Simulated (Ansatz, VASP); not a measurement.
# La in VASP and in Ansatz

```
CELL_PARAMETERS angstrom
6.10088 0.00000 0.00000
-3.05044 5.28351 0.00000
0.00000 0.00000 3.73877
ATOMIC_POSITIONS crystal
La 0.00000 0.00000 0.00000
La 0.33333 0.66667 0.50000
La 0.66667 0.33333 0.50000
```

Alike in both runs: task single point; functional revPBE; k mesh 7 × 7 × 10; occupations fermi-dirac, width 0.1 eV; no spin polarisation.

|  | VASP | Ansatz |
| --- | --- | --- |
| version | VASP 6.6.1 | Ansatz 0.2.0 |
| potentials or method | VASP PAW PBE potentials, release 64 (La) | plane waves (420 eV) with PAW, scalar-relativistic |
| plane-wave cutoff (eV) | 520 | 420 |
| valence electrons in the cell | 33 | 33 |

|  | VASP | Ansatz | Ansatz less VASP |
| --- | --- | --- | --- |
| pressure (GPa) | -0.9 | -0.9 | -0.02 |
| largest component of the traceless stress (GPa) | 0.11 | 0.12 | +0.002 |

The functional is the same, so the differences come from potentials, cutoffs and numerics.

Caveats: the PAW data sets were made with another functional, which shifts forces and pressure a little (VASP). Spin-orbit coupling is left out, which matters for the levels of La.
